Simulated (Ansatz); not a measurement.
The elements of this relaxed trial crystal are hidden behind letters.

```
lattice vectors (Å)
   0.0000    2.1664    2.1664
   2.1664    0.0000    2.1664
   2.1664    2.1664    0.0000
fractional positions
X 0.5000 0.5000 0.5000
Z 0.0000 0.0000 0.0000
```

Level of theory: Ansatz, DFT PBE, scalar-relativistic, plane waves, PAW. The final run on the 2-atom cell used 420 eV, a Γ-centred 22×22×22 mesh, 0.10 eV smearing and no spin polarisation.

- Space group: Fm-3m (No. 225)
- Conventional cell: a = 4.333 Å
- Volume per atom: 10.17 Å³
- Density: 4.89 g/cm³
- Formation energy: −0.83 eV/atom
- Gap on the 22×22×22 mesh of the 2-atom cell: 0 eV (a metal)

Energies are uncorrected and count from the elements' standard states at the same level.

Q: X is a d-block element of period 4 and Z is a p-block element of period 2. Which elements are they?

A: X = Ti, Z = C, so the formula is TiC, here in the rock salt type. Density times volume gives a mean mass of 4.89 × 10.17/1.6605 = 29.9 u per atom, and this set has 29.9 u. Among the elements that the hints allow, noble gases aside, only these give it. Ti has 6 C at 2.17 Å; C has 6 Ti at 2.17 Å.

A later test with randomly moved atoms came back to the same energy, though modes that don't fit the test's cell weren't probed.
